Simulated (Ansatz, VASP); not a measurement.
# Fe: VASP beside Ansatz

Contents of INCAR:

```
SYSTEM = Fe
ALGO     = Normal         ! electronic algorithm
EDIFF    = 1E-7           ! SCF threshold, eV
ENCUT    = 520            ! plane-wave cutoff, eV
ISIF     = 2              ! what is computed and relaxed
ISMEAR   = 0              ! smearing method
ISPIN    = 2              ! spin polarisation
LASPH    = .TRUE.         ! aspherical terms in the spheres
LCHARG   = .TRUE.         ! write CHGCAR
LELF     = .TRUE.         ! ELF
LMAXMIX  = 4              ! l up to which the mixer works
LORBIT   = 11             ! projections on sites
LREAL    = .FALSE.        ! projectors in reciprocal space
LVHAR    = .TRUE.       
LWAVE    = .FALSE.        ! write WAVECAR
MAGMOM   = 1.988          ! initial moments
NBANDS   = 14             ! bands
NELM     = 150            ! most SCF steps
PREC     = Accurate       ! precision mode
SIGMA    = 0.03           ! smearing width, eV
```

The input KPOINTS:

```
k-points
0
G
  16 16 16
  0 0 0
```

The input POSCAR:

```
Fe
1.0
   -1.3745984210      1.3745984210      1.3745984210
    1.3745984210     -1.3745984210      1.3745984210
    1.3745984210      1.3745984210     -1.3745984210
Fe
1
Direct
    0.0000000000      0.0000000000      0.0000000000
```

Input for Ansatz:

```yaml
crystal:
  lattice:
    - [-1.374598421, 1.374598421, 1.374598421]
    - [1.374598421, -1.374598421, 1.374598421]
    - [1.374598421, 1.374598421, -1.374598421]
  atoms:
    - { symbol: Fe, position: [0.0, 0.0, 0.0], spin: 1.988 }
hamiltonian:
  xc: lda
  pseudopotentials:
    kind: paw
    azcp:
      Fe: "pseudopotentials/Fe.paw.azcp"
basis:
  ecutwfc: 420
  fft_grid_basis: typed
kpoints:
  mp_grid: { grid: [16, 16, 16], shift: [0, 0, 0] }
magnetization:
  spin_polarized: true
scf:
  occupations: { method: gaussian, width: 0.03 }
  lower_state_search: "off"
output:
  stress: true
```

Alike in both runs: task single point; functional LDA; k mesh 16 × 16 × 16; occupations gaussian, width 0.03 eV; collinear spin.

```csv
,VASP,Ansatz
version,VASP 6.6.1,Ansatz 0.2.0
potentials or method,"VASP PAW LDA potentials, release 64 (Fe)","plane waves (420 eV) with PAW, scalar-relativistic"
plane-wave cutoff (eV),520,420
valence electrons in the cell,8,16
```

|  | VASP | Ansatz | Ansatz less VASP |
| --- | --- | --- | --- |
| pressure (GPa) | -1.0 | -0.2 | +0.88 |
| net moment per atom (μB) | 1.94 | 1.97 | +0.029 |
| size of the moment on the site where the two differ most (μB) | 1.90 | 1.96 | +0.060 |

Site moments also hang on the region over which each program counts them. The two sets of potentials don't hold the same shells in valence. Ansatz warned: «pseudo_functional_mismatch».
